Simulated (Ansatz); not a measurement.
## MgO — ²⁵Mg NMR of the central transition

Cell: a computed structure from the Materials Project (it need not be an observed phase), its atoms then relaxed with PBE in this cell.

```
Mg O
1.0
     2.96054    0.00000    0.00000
    -1.48027    2.56390    0.00000
     0.00000    0.00000   29.41562
Mg O
12 12
Direct
  0.33333 0.66667 0.83502
  0.66667 0.33333 0.16498
  0.66667 0.33333 0.33502
  0.33333 0.66667 0.66498
  0.33333 0.66667 0.41749
  0.66667 0.33333 0.58251
  0.66667 0.33333 0.91749
  0.33333 0.66667 0.08251
  0.00000 0.00000 0.25000
  0.00000 0.00000 0.75000
  0.00000 0.00000 0.00000
  0.00000 0.00000 0.50000
  0.33333 0.66667 0.95876
  0.66667 0.33333 0.04124
  0.66667 0.33333 0.45876
  0.33333 0.66667 0.54124
  0.33333 0.66667 0.20608
  0.66667 0.33333 0.79392
  0.66667 0.33333 0.70608
  0.33333 0.66667 0.29392
  0.00000 0.00000 0.12373
  0.00000 0.00000 0.87627
  0.00000 0.00000 0.62373
  0.00000 0.00000 0.37627
```

Atoms are numbered from 1 in the order listed; like atoms form one site, named after its first atom.

Level of theory: DFT, r2SCAN, plane waves and PAW (field gradients read without the response of the frozen cores, which leaves them typically 4 to 6 % off), scalar-relativistic, 500 eV cutoff, Γ-centred 9×9×1 k-points, Fermi–Dirac smearing 0.02 eV (Ansatz 0.2.0).

²⁵Mg has I = 5/2 and Q = 199.4 mb (Pyykkö 2018); at 18.8 T its Larmor frequency is ν₀ = 49.0 MHz. Only the quadrupole interaction is simulated: positions count from each site's isotropic chemical shift, and J coupling is left out, as are shift anisotropy and dipolar coupling, which fast spinning averages.

(1) Give C_Q, η, the quadrupolar product P_Q = |C_Q|(1 + η²/3)^½, the second-order isotropic shift and the breadth of the pattern (fast magic-angle spinning) for each Mg site.

Results:

(1) 

```csv
site,first shell,C_Q (MHz),η,P_Q (MHz),δ_QIS (ppm),breadth (kHz)
Mg1,6 O at 2.09–2.10 Å,≈0,–,≈0,0,0
Mg5,6 O at 2.10 Å,-0.132,0.00,0.132,-0.0438,0.00460
Mg9,6 O at 2.14 Å,-3.93,0.00,3.93,-38.6,4.05
```

δ_QIS = −(ν_Q²/30ν₀²)[I(I+1) − 3/4](1 + η²/3) × 10⁶ ppm with ν_Q = 3|C_Q|/[2I(2I−1)]; it falls as 1/B₀² in ppm, and the breadth as 1/B₀ in kHz.

An axis of threefold or higher order runs through Mg5 and Mg9, so V_zz lies along it and η is zero.
